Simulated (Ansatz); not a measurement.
# MnAs: the cost of one run

Computed with Ansatz 0.2.0 (DFT PBE+U, scalar-relativistic, plane waves, PAW, unless a step's input says otherwise).

The COD entry's cell or inner coordinates are ideal or old and differ from later refinements, so a difference from it is no clean test against experiment.

### 1 The system as given

Symmetry: P6_3/mmc, No. 194, hexagonal system. The conventional cell has a = 3.717 Å, b = 3.717 Å, c = 5.704 Å, α = 90.00°, β = 90.00°, γ = 120.00°. Mn (site symmetry -3m) has 6 As at 2.58 Å and 2 Mn at 2.85 Å as nearest neighbours. As (site symmetry -6m2) has 6 Mn at 2.58 Å as nearest neighbours.

As a file:

```
Mn As
1.0
     3.71720    0.00000    0.00000
    -1.85860    3.21919    0.00000
     0.00000    0.00000    5.70440
Mn As
2 2
Direct
  0.00000 0.00000 0.00000
  0.00000 0.00000 0.50000
  0.33333 0.66667 0.25000
  0.66667 0.33333 0.75000
```

### 2 Af

Contents of input.yaml:

```yaml
crystal:
  lattice:
    - [3.7172, 0.0, 0.0]
    - [-1.8586, 3.2191896309, 0.0]
    - [0.0, 0.0, 5.7044]
  atoms:
    - { symbol: Mn, position: [0.0, 0.0, 0.0], spin: 3.5 }
    - { symbol: Mn, position: [0.0, 0.0, 0.5], spin: -3.5 }
    - { symbol: As, position: [0.3333333333, 0.6666666667, 0.25] }
    - { symbol: As, position: [0.6666666667, 0.3333333333, 0.75] }
magnetization:
  spin_polarized: true
scf:
  occupations: { method: gaussian, width: 0.05 }
output:
  forces: true
  stress: true
  populations: true
hamiltonian:
  hubbard: { sites: [{ species: Mn, l: d, u_eff: 2.0 }] }
  xc: pbe
kpoints:
  mp_grid: { grid: [14, 14, 8] }
```

Launch:

```sh
> ansatz run input.yaml --threads 4 --pin off --max-ram 8192MiB --backend cpu --events-out ev --progress --plain --runs-dir out
```

What time and memory should one allow on 4 threads of Arm Neoverse V1, shared host?

About 28 s, with a peak of 1.2 GiB.
